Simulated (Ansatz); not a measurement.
Ideal shear of a crystal plane in C

Method: Ansatz 0.2.0, DFT r2SCAN, scalar-relativistic, plane waves, PAW. Cutoff 500 eV, Γ-centred 10×10×2 k-points, Gaussian smearing of 0.05 eV. No spin polarisation. Energies are free energies at this smearing, counted from the undisturbed cell; pressure is positive in compression.

The starting cell (relaxed at this level):

```
C
1.0
     1.78014   -1.78014    0.00000
     1.78014    0.00000   -1.78014
     7.12057    7.12057    7.12057
C
12
Direct
  0.66667 0.66667 0.27087
  0.00000 0.00000 0.10420
  0.33333 0.33333 0.43753
  0.66667 0.66667 0.77087
  0.00000 0.00000 0.60420
  0.33333 0.33333 0.93753
  0.66667 0.66667 0.39587
  0.00000 0.00000 0.22920
  0.33333 0.33333 0.56253
  0.66667 0.66667 0.89587
  0.00000 0.00000 0.72920
  0.33333 0.33333 0.06253
```

The cut lies on the cell's a–b face, a (1 1 1) plane (indices in the standard cell, whose axes needn't be the Cartesian ones shown) of area 5.49 Å², between layers 1.54 Å apart. Vector c is tilted by f times 1·a + 1·b (length 4.360 Å) with the atoms' Cartesian places fixed: one unrelaxed fault a cell. The traction is dγ/du, the slope of γ against the slip u in Å.

| f | γ (mJ/m²) | traction (GPa) |
| --- | --- | --- |
| 0.0000 | 0 | 0.0 |
| 0.0833 | 1715 | 94.7 |
| 0.1667 | 6713 | 174.1 |
| 0.2500 | 13646 | 193.5 |
| 0.3333 | 18693 | 0.2 |
| 0.4167 | 15370 | -103.0 |
| 0.5000 | 12482 | -51.5 |
| 0.5833 | 11594 | -1.0 |
| 0.6667 | 11830 | 0.1 |
| 0.7500 | 10647 | -78.3 |
| 0.8333 | 5937 | -143.6 |
| 0.9167 | 1610 | -86.2 |

Question: Read off the first barrier and the stress needed to climb it, and compare with Frenkel's sinusoid.

Answer: The first sampled maximum lies at f = 0.333, a slip of 1.45 Å, with γ ≈ 18693 mJ/m², which stands in for the unstable fault energy γ_us, and the steepest sampled slope before it is 193.5 GPa. A sinusoid γ = γ_us sin²(πu/λ) with its maximum there has λ = 2.91 Å and a largest slope πγ_us/λ = 202.0 GPa (1 mJ/m² per Å = 0.01 GPa). The stand-in is too high: a rotation axis of order three or more passes through this point, so the curvature is the same in every direction of the plane and the point is a peak of the γ-surface, which slip goes round.

Question: Is there a metastable fault on this line?

Answer: The samples dip to a local minimum of 11594 mJ/m² at f = 0.583. It lies off the rotation axes, between two maxima that lie on them, so it is most likely the pass between two peaks of the γ-surface: a saddle for slip across the line, a better estimate of γ_us, and no metastable fault.

The cut is rigid; relaxing the faces lowers these energies and usually the stresses.

The gap closes along the scan, which can put kinks into the curve.

Cost: 12 runs of about 4.5 core-minutes in all, on Arm Neoverse V1 (shared hosts).